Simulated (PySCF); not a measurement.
Molecule: `CC(=O)N(C)C`, C₄H₉NO.

Geometry (Å), atoms numbered from 1 in this order:
```xyz
15

C     1.9818   -0.2620   -0.2365
C     0.8175    0.6420   -0.5832
O     0.9807    1.7171   -1.1279
N    -0.4166    0.1931   -0.2433
C    -1.5745    0.9716   -0.6200
C    -0.6929   -1.0897    0.3531
H     2.8866    0.1917   -0.6314
H     1.8541   -1.2488   -0.6747
H     2.0829   -0.3594    0.8425
H    -2.1986    0.4175   -1.3253
H    -1.2226    1.8871   -1.0912
H    -2.1679    1.2215    0.2622
H    -1.5957   -1.0077    0.9593
H    -0.8607   -1.8582   -0.4101
H     0.1215   -1.4078    0.9989
```

Frames of a GFN2-xTB Langevin trajectory at 200 K; GIAO PBE0/pcSseg-1 shieldings in PySCF 2.14, gas phase, non-relativistic; equivalent atoms averaged within each frame.

Shifts are taken against calculated references (same method and geometry level): $^{13}$C (σref 186.93), $^{1}$H (σref 31.72) vs TMS; $^{17}$O (σref 336.08) vs H2O; $^{15}$N (σref 267.73) against NH3. The references are static minima.

Q: How do the shifts (ppm) fluctuate along the trajectory?

A: 
```csv
time (fs),C2,C6,C5,C1,O3,N4,H13/H14/H15,H10/H11/H12,H7/H8/H9
optimised geometry,169.9,38.1,34.7,23.6,431.0,115.9,2.97,3.08,2.00
250,173.0,44.1,35.3,25.0,453.9,124.7,3.40,2.75,1.93
425,171.9,47.1,38.7,19.1,463.9,107.2,3.44,3.12,1.53
625,171.3,46.5,57.6,16.2,456.4,118.5,3.15,3.85,1.58
800,166.7,34.6,38.6,22.3,439.8,108.2,2.94,3.25,2.18
1000,175.0,41.3,38.9,25.6,452.1,122.4,2.84,2.96,2.25
mean of frames,171.6,42.7,41.8,21.7,453.2,116.2,3.15,3.19,1.89
standard deviation,3.1,5.1,9.0,4.0,8.8,8.1,0.27,0.42,0.33
```

5 frames give an uncertainty of the mean of about the standard deviation over 2.2 at best, since frames this close in time may not be independent; classical motion lacks zero-point vibration, and the reference would need the same averaging.
